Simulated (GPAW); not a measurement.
# TePb (Pm-3m) in GPAW: a series of runs

Aim: see how the results for TePb move with the level of theory and the settings. Levels: LDA, PBEsol, RPBE. Tasks: relaxation of cell and atoms.

Everything below comes from runs of GPAW 26.7.0. Logs are shortened: lines on timing, memory, paths and dates and some standing lists are left out, and cuts for length are marked. The log counts tension as positive stress, the text compression.

**1. The structure**

It takes space group Pm-3m (No. 221, cubic). Conventional cell: a = 4.002 Å, b = 4.002 Å, c = 4.002 Å, α = 90.00°, β = 90.00°, γ = 90.00°. Pb (site symmetry m-3m) has 8 Te at 3.47 Å as nearest neighbours. Te (site symmetry m-3m) has 8 Pb at 3.47 Å as nearest neighbours.

Measurements of this composition are mostly on another form, of space group No. 225.

**2. Relaxation of cell and atoms, LDA**

Input file run.py:

```python
from ase.filters import FrechetCellFilter
from ase.io import read, write
from ase.optimize import BFGS
from gpaw import GPAW, PW

atoms = read('POSCAR')

calc = GPAW(mode=PW(600),
            xc='LDA',
            kpts={'size': (7, 7, 7), 'gamma': True},
            occupations={'name': 'fermi-dirac', 'width': 0.05},
            nbands=19,
            convergence={'density': 1e-05, 'forces': 0.0001},
            maxiter=150,
            txt='gpaw.txt')
atoms.calc = calc
opt = BFGS(FrechetCellFilter(atoms), trajectory='relax.traj', logfile='-')
done = opt.run(fmax=0.01, steps=100)
calc.write('gs.gpw')
write('result.traj', atoms)
print('Converged:', done)
print('Cell:', atoms.cell.cellpar().round(4))
print('Volume:', round(atoms.get_volume(), 4))
print(atoms.get_scaled_positions().round(5))
```

Input file POSCAR:

```
TePb
1.0
    4.0022870000      0.0000000000      0.0000000000
    0.0000000000      4.0022870000      0.0000000000
    0.0000000000      0.0000000000      4.0022870000
Pb Te
1 1
Direct
    0.0000000000      0.0000000000      0.0000000000
    0.5000000000      0.5000000000      0.5000000000
```

Potentials or basis: the program's PAW data sets (release 1.2.1) made for this functional, pw.

On the command line:

```sh
$ OMP_NUM_THREADS=1 python run.py
```

gpaw.txt:

```text
__  _  _
 | _ |_)|_||  |
 |__||  | ||/\| - 26.7.0

Input parameters:
  mode=PW(ecut=600.0),
  convergence={'density': 1e-05, 'forces': 0.0001},
  kpts=MonkhorstPack(size=(7, 7, 7), gamma=True),
  maxiter=150,
  nbands=19,
  occupations=Occupations(name='fermi-dirac', width=0.05),
  xc=XC(name='LDA')

Diagonalizing LCAO Hamiltonian
Converting LCAO to pw mode
   .---------.
  /|         |
 * |         |
 | |         |
 | |   Te    |
 | .---------.
 |/         /
 Pb--------*

Atoms  # Å, Bohr magnetons
|   | symbol |        x |        y |        z |    initial magnetic moments |
|---|--------|----------|----------|----------|-----------------------------|
| 0 |     Pb | 0.000000 | 0.000000 | 0.000000 | ( 0.0000,  0.0000,  0.0000) |
| 1 |     Te | 2.001143 | 2.001143 | 2.001143 | ( 0.0000,  0.0000,  0.0000) |

Unit cell  # Å
| periodic |        x |        y |        z |  lengths |    angles |
|----------|----------|----------|----------|----------|-----------|
|      yes | 4.002287 | 0.000000 | 0.000000 | 4.002287 | 90.000000 |
|      yes | 0.000000 | 4.002287 | 0.000000 | 4.002287 | 90.000000 |
|      yes | 0.000000 | 0.000000 | 4.002287 | 4.002287 | 90.000000 |

Number of symmetries: 48
Symmetry operations  # r_c * U_cc + t_c -> r_c
|    | kind |            matrix            |
|----|------|------------------------------|
|  0 |  E   |  1, 0, 0,  0, 1, 0,  0, 0, 1 |
|  1 |  σ   |  1, 0, 0,  0, 1, 0,  0, 0,-1 |
|  2 |  σ   |  1, 0, 0,  0, 0, 1,  0, 1, 0 |
|  3 |  C4  |  1, 0, 0,  0, 0, 1,  0,-1, 0 |
|  4 |  C4  |  1, 0, 0,  0, 0,-1,  0, 1, 0 |
|  5 |  σ   |  1, 0, 0,  0, 0,-1,  0,-1, 0 |
|  6 |  σ   |  1, 0, 0,  0,-1, 0,  0, 0, 1 |
|  7 |  C2  |  1, 0, 0,  0,-1, 0,  0, 0,-1 |
|  8 |  σ   |  0, 1, 0,  1, 0, 0,  0, 0, 1 |
|  9 |  C2  |  0, 1, 0,  1, 0, 0,  0, 0,-1 |
| 10 |  C3  |  0, 1, 0,  0, 0, 1,  1, 0, 0 |
| 11 |  S6  |  0, 1, 0,  0, 0, 1, -1, 0, 0 |
| 12 |  S6  |  0, 1, 0,  0, 0,-1,  1, 0, 0 |
| 13 |  C3  |  0, 1, 0,  0, 0,-1, -1, 0, 0 |
| 14 |  C4  |  0, 1, 0, -1, 0, 0,  0, 0, 1 |
| 15 |  S4  |  0, 1, 0, -1, 0, 0,  0, 0,-1 |
| 16 |  C3  |  0, 0, 1,  1, 0, 0,  0, 1, 0 |
| 17 |  S6  |  0, 0, 1,  1, 0, 0,  0,-1, 0 |
| 18 |  σ   |  0, 0, 1,  0, 1, 0,  1, 0, 0 |
| 19 |  C4  |  0, 0, 1,  0, 1, 0, -1, 0, 0 |
| 20 |  C2  |  0, 0, 1,  0,-1, 0,  1, 0, 0 |
| 21 |  S4  |  0, 0, 1,  0,-1, 0, -1, 0, 0 |
[... 197 lines left out ...]
|        ... |               |           |
|          2 |       -10.849 |     2.000 |
|          3 |       -10.849 |     2.000 |
|          4 |       -10.849 |     2.000 |
|          5 |        -6.102 |     2.000 |
|          6 |        -0.754 |     2.000 |
|          7 |         4.511 |     2.000 |
[... 9 lines left out ...]
|         17 |        17.370 |     0.000 |
|         18 |        17.371 |     0.000 |

No gap
No difference between direct/indirect transitions

Stress tensor  # eV/Ang^3
|         x |         y |        z |
|-----------|-----------|----------|
|  0.026203 | -0.000000 | 0.000000 |
| -0.000000 |  0.026203 | 0.000000 |
|  0.000000 |  0.000000 | 0.026203 |

Forces  # eV/Ang
|        x |       y |       z |
|----------|---------|---------|
|  0.00000 | 0.00000 | 0.00000 |  # Pb   0
| -0.00000 | 0.00000 | 0.00000 |  # Te   1

Interpolating wave functions to new cell

              Te

       Pb

Atoms  # Å, Bohr magnetons
|   | symbol |        x |        y |        z |    initial magnetic moments |
|---|--------|----------|----------|----------|-----------------------------|
| 0 |     Pb | 0.000000 | 0.000000 | 0.000000 | ( 0.0000,  0.0000,  0.0000) |
| 1 |     Te | 1.989174 | 1.989174 | 1.989174 | ( 0.0000,  0.0000,  0.0000) |

Unit cell  # Å
| periodic |        x |        y |        z |  lengths |    angles |
|----------|----------|----------|----------|----------|-----------|
|      yes | 3.978347 | 0.000000 | 0.000000 | 3.978347 | 90.000000 |
|      yes | 0.000000 | 3.978347 | 0.000000 | 3.978347 | 90.000000 |
|      yes | 0.000000 | 0.000000 | 3.978347 | 3.978347 | 90.000000 |

Number of symmetries: 48
Symmetry operations  # r_c * U_cc + t_c -> r_c
|    | kind |            matrix            |
|----|------|------------------------------|
|  0 |  E   |  1, 0, 0,  0, 1, 0,  0, 0, 1 |
|  1 |  σ   |  1, 0, 0,  0, 1, 0,  0, 0,-1 |
|  2 |  σ   |  1, 0, 0,  0, 0, 1,  0, 1, 0 |
|  3 |  C4  |  1, 0, 0,  0, 0, 1,  0,-1, 0 |
|  4 |  C4  |  1, 0, 0,  0, 0,-1,  0, 1, 0 |
|  5 |  σ   |  1, 0, 0,  0, 0,-1,  0,-1, 0 |
|  6 |  σ   |  1, 0, 0,  0,-1, 0,  0, 0, 1 |
|  7 |  C2  |  1, 0, 0,  0,-1, 0,  0, 0,-1 |
|  8 |  σ   |  0, 1, 0,  1, 0, 0,  0, 0, 1 |
|  9 |  C2  |  0, 1, 0,  1, 0, 0,  0, 0,-1 |
| 10 |  C3  |  0, 1, 0,  0, 0, 1,  1, 0, 0 |
| 11 |  S6  |  0, 1, 0,  0, 0, 1, -1, 0, 0 |
| 12 |  S6  |  0, 1, 0,  0, 0,-1,  1, 0, 0 |
| 13 |  C3  |  0, 1, 0,  0, 0,-1, -1, 0, 0 |
| 14 |  C4  |  0, 1, 0, -1, 0, 0,  0, 0, 1 |
| 15 |  S4  |  0, 1, 0, -1, 0, 0,  0, 0,-1 |
| 16 |  C3  |  0, 0, 1,  1, 0, 0,  0, 1, 0 |
| 17 |  S6  |  0, 0, 1,  1, 0, 0,  0,-1, 0 |
| 18 |  σ   |  0, 0, 1,  0, 1, 0,  1, 0, 0 |
| 19 |  C4  |  0, 0, 1,  0, 1, 0, -1, 0, 0 |
| 20 |  C2  |  0, 0, 1,  0,-1, 0,  1, 0, 0 |
| 21 |  S4  |  0, 0, 1,  0,-1, 0, -1, 0, 0 |
[... 196 lines left out ...]
|        ... |               |           |
|          2 |       -10.628 |     2.000 |
|          3 |       -10.628 |     2.000 |
|          4 |       -10.628 |     2.000 |
|          5 |        -6.014 |     2.000 |
|          6 |        -0.494 |     2.000 |
|          7 |         4.674 |     2.000 |
[... 9 lines left out ...]
|         17 |        17.660 |     0.000 |
|         18 |        17.660 |     0.000 |

No gap
No difference between direct/indirect transitions

Stress tensor  # eV/Ang^3
|        x |        y |        z |
|----------|----------|----------|
| 0.022459 | 0.000000 | 0.000000 |
| 0.000000 | 0.022459 | 0.000000 |
| 0.000000 | 0.000000 | 0.022459 |

Forces  # eV/Ang
|       x |        y |       z |
|---------|----------|---------|
| 0.00000 |  0.00000 | 0.00000 |  # Pb   0
| 0.00000 | -0.00000 | 0.00000 |  # Te   1

Interpolating wave functions to new cell

              Te

       Pb

Atoms  # Å, Bohr magnetons
|   | symbol |        x |        y |        z |    initial magnetic moments |
|---|--------|----------|----------|----------|-----------------------------|
| 0 |     Pb | 0.000000 | 0.000000 | 0.000000 | ( 0.0000,  0.0000,  0.0000) |
| 1 |     Te | 1.926663 | 1.926663 | 1.926663 | ( 0.0000,  0.0000,  0.0000) |

Unit cell  # Å
| periodic |         x |         y |        z |  lengths |    angles |
|----------|-----------|-----------|----------|----------|-----------|
|      yes |  3.853326 | -0.000000 | 0.000000 | 3.853326 | 90.000000 |
|      yes | -0.000000 |  3.853326 | 0.000000 | 3.853326 | 90.000000 |
|      yes |  0.000000 | -0.000000 | 3.853326 | 3.853326 | 90.000000 |

Number of symmetries: 48
Symmetry operations  # r_c * U_cc + t_c -> r_c
|    | kind |            matrix            |
|----|------|------------------------------|
|  0 |  E   |  1, 0, 0,  0, 1, 0,  0, 0, 1 |
|  1 |  σ   |  1, 0, 0,  0, 1, 0,  0, 0,-1 |
|  2 |  σ   |  1, 0, 0,  0, 0, 1,  0, 1, 0 |
|  3 |  C4  |  1, 0, 0,  0, 0, 1,  0,-1, 0 |
|  4 |  C4  |  1, 0, 0,  0, 0,-1,  0, 1, 0 |
|  5 |  σ   |  1, 0, 0,  0, 0,-1,  0,-1, 0 |
|  6 |  σ   |  1, 0, 0,  0,-1, 0,  0, 0, 1 |
|  7 |  C2  |  1, 0, 0,  0,-1, 0,  0, 0,-1 |
|  8 |  σ   |  0, 1, 0,  1, 0, 0,  0, 0, 1 |
|  9 |  C2  |  0, 1, 0,  1, 0, 0,  0, 0,-1 |
| 10 |  C3  |  0, 1, 0,  0, 0, 1,  1, 0, 0 |
| 11 |  S6  |  0, 1, 0,  0, 0, 1, -1, 0, 0 |
| 12 |  S6  |  0, 1, 0,  0, 0,-1,  1, 0, 0 |
| 13 |  C3  |  0, 1, 0,  0, 0,-1, -1, 0, 0 |
| 14 |  C4  |  0, 1, 0, -1, 0, 0,  0, 0, 1 |
| 15 |  S4  |  0, 1, 0, -1, 0, 0,  0, 0,-1 |
| 16 |  C3  |  0, 0, 1,  1, 0, 0,  0, 1, 0 |
| 17 |  S6  |  0, 0, 1,  1, 0, 0,  0,-1, 0 |
| 18 |  σ   |  0, 0, 1,  0, 1, 0,  1, 0, 0 |
| 19 |  C4  |  0, 0, 1,  0, 1, 0, -1, 0, 0 |
| 20 |  C2  |  0, 0, 1,  0,-1, 0,  1, 0, 0 |
| 21 |  S4  |  0, 0, 1,  0,-1, 0, -1, 0, 0 |
[... 197 lines left out ...]
|        ... |               |           |
|          2 |        -9.405 |     2.000 |
|          3 |        -9.405 |     2.000 |
|          4 |        -9.405 |     2.000 |
|          5 |        -5.540 |     2.000 |
|          6 |         0.972 |     2.000 |
|          7 |         5.592 |     2.000 |
[... 9 lines left out ...]
|         17 |        19.284 |     0.000 |
|         18 |        19.284 |     0.000 |

No gap
No difference between direct/indirect transitions

Stress tensor  # eV/Ang^3
|         x |         y |         z |
|-----------|-----------|-----------|
| -0.002757 | -0.000000 |  0.000000 |
| -0.000000 | -0.002757 |  0.000000 |
|  0.000000 |  0.000000 | -0.002757 |

Forces  # eV/Ang
|       x |        y |       z |
|---------|----------|---------|
| 0.00000 | -0.00000 | 0.00000 |  # Pb   0
| 0.00000 |  0.00000 | 0.00000 |  # Te   1

Interpolating wave functions to new cell

              Te

       Pb

Atoms  # Å, Bohr magnetons
|   | symbol |        x |        y |         z |    initial magnetic moments |
|---|--------|----------|----------|-----------|-----------------------------|
| 0 |     Pb | 0.000000 | 0.000000 | -0.000000 | ( 0.0000,  0.0000,  0.0000) |
| 1 |     Te | 1.932847 | 1.932847 |  1.932847 | ( 0.0000,  0.0000,  0.0000) |

Unit cell  # Å
| periodic |         x |         y |        z |  lengths |    angles |
|----------|-----------|-----------|----------|----------|-----------|
|      yes |  3.865694 | -0.000000 | 0.000000 | 3.865694 | 90.000000 |
|      yes | -0.000000 |  3.865694 | 0.000000 | 3.865694 | 90.000000 |
|      yes |  0.000000 | -0.000000 | 3.865694 | 3.865694 | 90.000000 |

Number of symmetries: 48
Symmetry operations  # r_c * U_cc + t_c -> r_c
|    | kind |            matrix            |
|----|------|------------------------------|
|  0 |  E   |  1, 0, 0,  0, 1, 0,  0, 0, 1 |
|  1 |  σ   |  1, 0, 0,  0, 1, 0,  0, 0,-1 |
|  2 |  σ   |  1, 0, 0,  0, 0, 1,  0, 1, 0 |
|  3 |  C4  |  1, 0, 0,  0, 0, 1,  0,-1, 0 |
|  4 |  C4  |  1, 0, 0,  0, 0,-1,  0, 1, 0 |
|  5 |  σ   |  1, 0, 0,  0, 0,-1,  0,-1, 0 |
|  6 |  σ   |  1, 0, 0,  0,-1, 0,  0, 0, 1 |
|  7 |  C2  |  1, 0, 0,  0,-1, 0,  0, 0,-1 |
|  8 |  σ   |  0, 1, 0,  1, 0, 0,  0, 0, 1 |
|  9 |  C2  |  0, 1, 0,  1, 0, 0,  0, 0,-1 |
| 10 |  C3  |  0, 1, 0,  0, 0, 1,  1, 0, 0 |
| 11 |  S6  |  0, 1, 0,  0, 0, 1, -1, 0, 0 |
| 12 |  S6  |  0, 1, 0,  0, 0,-1,  1, 0, 0 |
| 13 |  C3  |  0, 1, 0,  0, 0,-1, -1, 0, 0 |
| 14 |  C4  |  0, 1, 0, -1, 0, 0,  0, 0, 1 |
| 15 |  S4  |  0, 1, 0, -1, 0, 0,  0, 0,-1 |
| 16 |  C3  |  0, 0, 1,  1, 0, 0,  0, 1, 0 |
| 17 |  S6  |  0, 0, 1,  1, 0, 0,  0,-1, 0 |
| 18 |  σ   |  0, 0, 1,  0, 1, 0,  1, 0, 0 |
| 19 |  C4  |  0, 0, 1,  0, 1, 0, -1, 0, 0 |
| 20 |  C2  |  0, 0, 1,  0,-1, 0,  1, 0, 0 |
| 21 |  S4  |  0, 0, 1,  0,-1, 0, -1, 0, 0 |
[... 196 lines left out ...]
|        ... |               |           |
|          2 |        -9.531 |     2.000 |
|          3 |        -9.531 |     2.000 |
|          4 |        -9.531 |     2.000 |
|          5 |        -5.588 |     2.000 |
|          6 |         0.818 |     2.000 |
|          7 |         5.496 |     2.000 |
[... 9 lines left out ...]
|         17 |        19.114 |     0.000 |
|         18 |        19.114 |     0.000 |

No gap
No difference between direct/indirect transitions

Stress tensor  # eV/Ang^3
|         x |         y |        z |
|-----------|-----------|----------|
|  0.000132 | -0.000000 | 0.000000 |
| -0.000000 |  0.000132 | 0.000000 |
|  0.000000 |  0.000000 | 0.000132 |

Forces  # eV/Ang
|        x |        y |       z |
|----------|----------|---------|
| -0.00000 | -0.00000 | 0.00000 |  # Pb   0
| -0.00000 |  0.00000 | 0.00000 |  # Te   1

# Writing to gs.gpw (mode='')
```

It took 86 s on 1 thread of Arm Neoverse N1, shared host; peak memory 0.21 GiB.

Results:

```
Free energy                            : -8.7058 eV
Relaxed volume                         : 28.88 Å³/atom
Relaxed cell                           : a = 3.866 Å, b = 3.866 Å, c = 3.866 Å, α = 90.00°, β = 90.00°, γ = 90.00°
Space group after relaxing (to 0.05 Å) : Pm-3m (No. 221)
Energy gained by relaxing              : 44.3 meV/atom
Ionic steps                            : 4
Pressure after relaxing                : 0.0 GPa
Band gap on the k mesh                 : none (metal or under the smearing width)
```

Step by step:
```
step  energy change (eV)  largest force (eV/Å)  pressure (GPa)  volume (Å³)
   1              0.0000                0.0000           -4.20        64.11
   2             -0.0275                0.0000           -3.60        62.97
   3             -0.0876                0.0000            0.44        57.21
   4             -0.0886                0.0000           -0.02        57.77
```

Final structure:
```cif
data_structure
_symmetry_space_group_name_H-M 'P 1'
_symmetry_Int_Tables_number 1
_cell_length_a 3.8657
_cell_length_b 3.8657
_cell_length_c 3.8657
_cell_angle_alpha 90.000
_cell_angle_beta 90.000
_cell_angle_gamma 90.000
_cell_volume 57.77
loop_
_atom_site_label
_atom_site_type_symbol
_atom_site_fract_x
_atom_site_fract_y
_atom_site_fract_z
_atom_site_occupancy
Pb1 Pb 0.00000 0.00000 0.00000 1
Te1 Te 0.50000 0.50000 0.50000 1
```

Levels at points of the mesh, in eV from the Fermi level:
```
           k point  band 6  band 7  band 8  band 9  band 10  band 11  band 12  band 13  band 14  band 15
(0.00, 0.00, 0.00)  -12.82   -6.42   -1.74   -1.74    -1.74     4.03     4.03     5.93     5.93     5.93
```

Caveat: later steps reuse the first step's grids.

(Part 1 of 2 ends here.)
